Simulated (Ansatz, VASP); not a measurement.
## Al2FeO4 (Hercynite) in two plane-wave programs

One calculation is typed for both programs; each brings its own data sets. How far apart do they land? The cell is taken from a series of runs on this material, whose earlier steps may have relaxed, scaled, displaced or heated it; both programs get it as it stands.

Program: Ansatz 0.2.0. Level of theory: plane waves, with VASP 6.6.1 beside it; relaxation of cell and atoms at PBEsol, DFT+U. Results are calculated unless marked as measured.

In doubt: warnings of the run leave room for a lower electronic state, so energies may not be the lowest and differences between runs may mislead.

## (1) Starting point

It takes space group Fd-3m (No. 227, cubic). Conventional cell: a = 8.156 Å, b = 8.156 Å, c = 8.156 Å, α = 90.00°, β = 90.00°, γ = 90.00°. Al has 6 O at 1.94 Å nearest. Nearest to Fe lie 4 O at 1.95 Å. O has 3 Al at 1.94 Å and 1 Fe at 1.95 Å nearest. Farther neighbours and most contacts between anions are not listed.

## (2) Ansatz: relaxation of cell and atoms, PBEsol, DFT+U

Ansatz runs on its default PAW (the set named soft_2) files.

The relaxed volume is the usual yardstick between codes: in a stiff, nearly cubic crystal its relative difference is about their pressure difference at one cell divided by the bulk modulus.

Input file input.yaml:

```yaml
crystal:
  lattice:
    - [0.0, 4.077895, 4.077895]
    - [4.077895, 0.0, 4.077895]
    - [4.077895, 4.077895, 0.0]
  atoms:
    - { symbol: Al, position: [0.125, 0.125, 0.125] }
    - { symbol: Al, position: [0.625, 0.125, 0.125] }
    - { symbol: Al, position: [0.125, 0.125, 0.625] }
    - { symbol: Al, position: [0.125, 0.625, 0.125] }
    - { symbol: Fe, position: [0.75, 0.75, 0.75], spin: 4.0 }
    - { symbol: Fe, position: [0.5, 0.5, 0.5], spin: 4.0 }
    - { symbol: O, position: [0.8883, 0.8883, 0.8883] }
    - { symbol: O, position: [0.9149, 0.3617, 0.3617] }
    - { symbol: O, position: [0.8883, 0.8883, 0.3351] }
    - { symbol: O, position: [0.3617, 0.9149, 0.3617] }
    - { symbol: O, position: [0.3351, 0.8883, 0.8883] }
    - { symbol: O, position: [0.3617, 0.3617, 0.3617] }
    - { symbol: O, position: [0.8883, 0.3351, 0.8883] }
    - { symbol: O, position: [0.3617, 0.3617, 0.9149] }
kpoints:
  mp_grid: { grid: [4, 4, 4] }
hamiltonian:
  xc: pbesol
  hubbard:
    sites: [{ species: Fe, l: d, u_eff: 5.3 }]
    projectors: ortho-atomic
scf:
  occupations: { method: gaussian, width: 0.02 }
output:
  forces: true
  stress: true
  eigenvalues: true
  populations: true
magnetization:
  spin_polarized: true
relax:
  adjacent_minimum: "off"
  f_tol: 0.005
  max_steps: 60
  cell: { stress_tol: 0.03 }
```

Run with:

```sh
ansatz run input.yaml --threads 4 --pin off --max-ram 16384MiB --backend cpu --events-out ev --progress --plain --runs-dir out
```

Numbers of over 12 decimals in the logs are rounded to 6 here.

Log:

```text
Engine: ansatz 0.2.0, aarch64-unknown-linux-gnu
Pseudopotentials: kind: paw
Pseudopotential: Al, paw, valence charge 3, recommended cutoff 420 eV (normal), Al.paw.azcp
Pseudopotential: Fe, paw, valence charge 16, recommended cutoff 420 eV (normal), Fe.paw.azcp
Pseudopotential: O, paw, valence charge 6, recommended cutoff 420 eV (normal), O.paw.azcp
Functional definition: PBEsol
  exchange = pbesol_x
  correlation = pbesol_c
Crystal: 14 atoms, lattice volume = 135.624 Å³
Basis set: ecut = 420 eV, 2685 PW (Γ), exchange–correlation on 80×80×80 points (8 copies of the dense FFT grid, shifted against one another)
Bands: 64, of which v1, the nominal top of the filled ones, is band 46 counted from 1 (45 counted from 0)
Symmetry: 48 space group operations
Space group: Fd-3m (ITA 227), of the structure as read, at distance tolerance 5.1e-5 Å
Magnetic group: BNS 227.128 (UNI 1630), of the structure as read, at distance tolerance 5.1e-5 Å
k-points: 8 of 64
Non-local potential: Al, projectors of the file, l = 0: 2, l = 1: 2, l = 2: 1
Non-local potential: Fe, projectors of the file, l = 0: 3, l = 1: 2, l = 2: 3, l = 3: 1
Non-local potential: O, projectors of the file, l = 0: 2, l = 1: 2, l = 2: 1
PAW form: soft (Blöchl's): semilocal exchange-correlation on the pseudo side does not see the compensation charge
PAW frozen core: Al, regenerated for the run's functional, and the local potential with it (the file was generated under x = pbe(κ = 0.804, μ = 0.219515), c = pbe(β = 0.066725))
PAW frozen core: Fe, regenerated for the run's functional, and the local potential with it (the file was generated under x = pbe(κ = 0.804, μ = 0.219515), c = pbe(β = 0.066725))
PAW frozen core: O, regenerated for the run's functional, and the local potential with it (the file was generated under x = pbe(κ = 0.804, μ = 0.219515), c = pbe(β = 0.066725))
PAW one-centre angular grid: Al, 110 points (default); XC on 64 Gauss nodes
PAW one-centre angular grid: Fe, 590 points (default); XC on 64 Gauss nodes
PAW one-centre angular grid: O, 110 points (default); XC on 64 Gauss nodes
Initial density: superposition of atomic densities (chi_scale 0.1, normalization cell, long waves kept (reshape's long-wave potential 0.19 eV rms))
Starting moments: Σ|m| = 8 μB on 2 of 14 sites
Initial wavefunctions: pseudopotential atomic-orbital guess
Functional: x = pbesol(κ = 0.804, μ = 0.123457), c = pbesol(β = 0.046)
SCF iter   1: F=—  HF=-15501.411814 eV  |F-HF|=—  |Δ(HF+E_count)|=         —  Δρ=1.50e-1 (↑7.81e-2 ↓1.50e-1)  dr2=7.05e1  dr2_m=2.75e0  M=8.000 μB ∫|m|=8.000 μB  β_m=0.30  ethr=3.10e-3  ⟨swp⟩=7.0  Hψ=4256  notcnv=0  defer=12
preconditioner: auto → Resta (q_TF=auto, 2.557 Å⁻¹)  ε∞=4.5  [insulator: Δε(μ)=0.078 eV  Ē_g=14.850 eV  σ=0.020 eV  W_gap=0.99  n_scr=50 (ndim 8)  ℏωp=27.8 eV  f_vac=0.000  D(μ)=0.10/eV (n_scr^D=0)  ε∞_Penn≈4.5]
spin=Collinear: Resta preconditioning applied to the charge; magnetization (m = ρ↑ − ρ↓) channel mixes plain (no charge-response kernel on spin).
SCF iter   2: F=—  HF=-15492.161711 eV  |F-HF|=—  |Δ(HF+E_count)|=    9.25e0  Δρ=3.95e-2 (↑3.14e-2 ↓3.95e-2)  dr2=5.29e0  dr2_m=3.11e-1  M=8.000 μB ∫|m|=8.007 μB  β_m=1.00  ethr=3.10e-3  ⟨swp⟩=3.5  Hψ=2371  notcnv=0  defer=169
preconditioner: auto → Kerker (q_TF=auto, 2.557 Å⁻¹)  [metal: Δε(μ)=0.013 eV  Ē_g=15.025 eV  σ=0.020 eV  W_gap=0.36  n_scr=50 (ndim 8)  ℏωp=27.8 eV  f_vac=0.000  D(μ)=27.59/eV (n_scr^D=530)]
spin=Collinear: Kerker preconditioning applied to the charge; magnetization (m = ρ↑ − ρ↓) channel mixes plain (no charge-response kernel on spin).
SCF iter   3: F=—  HF=-15491.644614 eV  |F-HF|=—  |Δ(HF+E_count)|=   5.17e-1  Δρ=2.17e-2 (↑2.17e-2 ↓2.05e-2)  dr2=2.30e0  dr2_m=4.52e-3  M=8.000 μB ∫|m|=8.012 μB  β_m=1.00  ethr=3.10e-3  ⟨swp⟩=3.0  Hψ=1762  notcnv=0  defer=169
SCF iter   4: F=—  HF=-15491.434158 eV  |F-HF|=—  |Δ(HF+E_count)|=   2.10e-1  Δρ=1.16e-2 (↑1.16e-2 ↓1.07e-2)  dr2=3.33e-1  dr2_m=1.88e-3  M=8.000 μB ∫|m|=8.016 μB  β_m=0.30  ethr=2.50e-3  ⟨swp⟩=2.4  Hψ=1643  notcnv=0  defer=169
Mixer restart at iter 4: flushing history
spin-set hold released at iteration 4 (site moments contracting): the magnetisation degrees of freedom join the quasi-Newton model from the next iteration; the mixer history was flushed
SCF iter   5: F=—  HF=-15491.549724 eV  |F-HF|=—  |Δ(HF+E_count)|=   1.16e-1  Δρ=8.12e-3 (↑8.12e-3 ↓7.60e-3)  dr2=1.75e-1  dr2_m=2.08e-3  M=8.000 μB ∫|m|=8.017 μB  β_m=0.65  ethr=3.62e-4  ⟨swp⟩=2.5  Hψ=1081  notcnv=0  defer=171
SCF iter   6: F=—  HF=-15491.720348 eV  |F-HF|=—  |Δ(HF+E_count)|=   1.71e-1  Δρ=2.88e-3 (↑2.88e-3 ↓2.28e-3)  dr2=2.39e-2  dr2_m=4.76e-4  M=8.000 μB ∫|m|=8.019 μB  β_m=0.64  ethr=1.90e-4  ⟨swp⟩=2.8  Hψ=1553  notcnv=0  defer=171
[...]
WARN: an SCF from antiferromagnetic starting moments (0.00, 0.00, 0.00, 0.00, -4.00, 4.00, 0.00, 0.00, 0.00, 0.00, 0.00, 0.00, 0.00, 0.00 Bohr magnetons, atom by atom) was not made, by what the run has read of turns of its moments that order reads lower: the deck asks for what bars it, or types moments that do (magnetization.spin_polarized, in the input reference, names some of the keys), or the run goes by scf.lower_state_search: light, the default, which as a rule tries one only behind a close that has lost an order of both signs, or on which an open d or half-filled 4f shell of a PAW file has lost a moment that was set nearer to Hund's than to what is left; [rest of the remark cut]
SCF converged after 7 iterations
Magnetization: 8.0000 μB (50.0000 up, 42.0000 down)
Absolute magnetization: 8.0215 μB (∫|ρ↑−ρ↓|, with the PAW one-centre terms)
Spin contamination: 0.0212 ħ² per cell (⟨S²⟩ above its minimum at these occupations)
Per-site moments (μB) at R_I (Å): [(0.00356681, 0.794037), (0.00356681, 0.794037), (0.00356681, 0.794037), (0.00356681, 0.794037), (3.285125, 0.819157), (3.285125, 0.819157), (0.042838, 0.794037), (0.042838, 0.794037), (0.042838, 0.794037), (0.042838, 0.794037), (0.042838, 0.794037), (0.042838, 0.794037), (0.042838, 0.794037), (0.042838, 0.794037)]
Free energy (F): -15491.831524 eV
Harris-Foulkes:  -15491.831524 eV  (|F-HF|=3.09e-11)
Internal energy: -15491.827172 eV  (E = F + TS)
E sigma→0 (E₀):  -15491.829348 eV
Entropy (-TS):   -0.004353 eV (-0.311 meV/atom)
Fermi energy:    10.669017 eV
--- Per-component energies (eV) ---
  E_band       = -655.893581
  E_kinetic    = 2204.832773
  E_local      = -8702.979098  (includes V_loc(G=0)·N_el)
  E_nonlocal   = 889.852265
  E_hartree    = 3530.288277
  E_xc         = -976.281105
  E_vxc        = -1169.903242  (∫ρ·V_xc dr)
  E_hubbard    = 4.015035  (on-site DFT+U / exact-exchange correction)
  E_vhub       = -25.410348  (the Hubbard potential's part of the band-sum identity)
  E_paw        = -5721.279048  (= ΣΔE_a)
  E_vpaw       = -912.884817  (= ΣTr[D̂ρ^β])
  E_aug_tail   = 0.022371  (compensation charges beyond the density's cutoff)
  E_ewald      = -6721.015903
  E_core_change = 0.717263  (= ΣΔE_core)
  E_smearing   = -0.004353  (= −TS)
  E_closure    = -0.000000  (closes the sum)
  Σ components = -15491.831524   (vs F -15491.831524, Δ=0.00e0)
--- Forces (eV/Å), atoms counted from 1 ---
  atom   1  Al     0.00000000    -0.00000000    -0.00000000
  atom   2  Al     0.00000000     0.00000000    -0.00000000
  atom   3  Al    -0.00000000     0.00000000     0.00000000
  atom   4  Al    -0.00000000     0.00000000     0.00000000
  atom   5  Fe    -0.00000000    -0.00000000    -0.00000000
  atom   6  Fe     0.00000000     0.00000000     0.00000000
  atom   7  O      0.00282048     0.00282048     0.00282048
  atom   8  O     -0.00282048     0.00282048     0.00282048
  atom   9  O     -0.00282048    -0.00282048     0.00282048
  atom  10  O      0.00282048    -0.00282048     0.00282048
  atom  11  O      0.00282048    -0.00282048    -0.00282048
  atom  12  O     -0.00282048    -0.00282048    -0.00282048
  atom  13  O     -0.00282048     0.00282048    -0.00282048
  atom  14  O      0.00282048     0.00282048    -0.00282048
  max |Σ_I F_I| component: 9.11e-18 eV/Å
--- Stress (GPa, compression-positive) ---
        0.018600      -0.000000      -0.000000
       -0.000000       0.018600      -0.000000
       -0.000000      -0.000000       0.018600
  P = ⅓ Tr σ = 0.0186 GPa (0.186 kbar)
--- Band table (eV; the first three rows and the last of 16) ---
  k-point 0 ↑: bands = [... 42 lower, 6.8565, 6.8565, 7.9373, 7.9373, 7.9373, 8.4630, 8.4630, 8.4630, ... 14 higher]
  k-point 1 ↑: bands = [... 42 lower, 6.9643, 6.9643, 7.4323, 7.5057, 7.9494, 7.9494, 8.3444, 8.3444, ... 14 higher]
  k-point 2 ↑: bands = [... 42 lower, 6.7827, 6.7827, 7.0544, 7.0544, 8.0452, 8.0452, 8.1062, 8.1062, ... 14 higher]
  k-point 7 ↓: bands = [... 42 lower, 10.7874, 10.7874, 13.4247, 13.4247, 13.6280, 13.6280, 14.1706, 14.1706, ... 14 higher]
Occupation matrices written to <dir>
--- Relaxed structure (3 steps of the walk, 3 accepted, 1 SCFs on fresh bases) ---
  F+E_penalty+E_count = -15491.83152430 eV   max|allowed force component| = 2.820e-3 eV/Å   (the final SCF, on the basis selected at the relaxed cell)
  cell:  # Å, volume = 136.2705 Å³
    - [0, 4.084360, 4.084360]
    - [4.084360, 0, 4.084360]
    - [4.084360, 4.084360, 0]
  atoms:
    - { symbol: Al, position: [0.125, 0.125, 0.125] }
    - { symbol: Al, position: [0.625000, 0.125, 0.125] }
    - { symbol: Al, position: [0.125, 0.125, 0.625000] }
    - { symbol: Al, position: [0.125, 0.625000, 0.125] }
    - { symbol: Fe, position: [0.75, 0.75, 0.75] }
    - { symbol: Fe, position: [0.5, 0.5, 0.5] }
    - { symbol: O, position: [0.890355, 0.890355, 0.890355] }
    - { symbol: O, position: [0.921066, 0.359645, 0.359645] }
    - { symbol: O, position: [0.890355, 0.890355, 0.328934] }
    - { symbol: O, position: [0.359645, 0.921066, 0.359645] }
    - { symbol: O, position: [0.328934, 0.890355, 0.890355] }
    - { symbol: O, position: [0.359645, 0.359645, 0.359645] }
    - { symbol: O, position: [0.890355, 0.328934, 0.890355] }
    - { symbol: O, position: [0.359645, 0.359645, 0.921066] }
--- Löwdin populations: 14 sites ---
  site symbol       q [e]    m [muB]
     0     Al      1.8217     0.0052
     1     Al      1.8217     0.0052
     2     Al      1.8217     0.0052
     3     Al      1.8217     0.0052
     4     Fe     14.6991     3.6717
     5     Fe     14.6991     3.6717
     6      O      6.8328     0.0701
     7      O      6.8328     0.0701
     8      O      6.8328     0.0701
     9      O      6.8328     0.0701
    10      O      6.8328     0.0701
    11      O      6.8328     0.0701
    12      O      6.8328     0.0701
    13      O      6.8328     0.0701
  spilling = 0.007091 (of n_electrons = 92.000000)
```

[end of part 1 of 2]

[Lines on the potential files, build, host, timing and source positions are cut from VASP's logs without a mark.]

[Logs are printed without paths, hosts, clocks, repeated set-up lines and the standing remarks that a program may print on its own settings, such as how far it seeks lower states.]

[Hosts, paths, dates, database ids (printed as entryN), source tags and the programs' standing remarks are cut or masked in the printed files.]
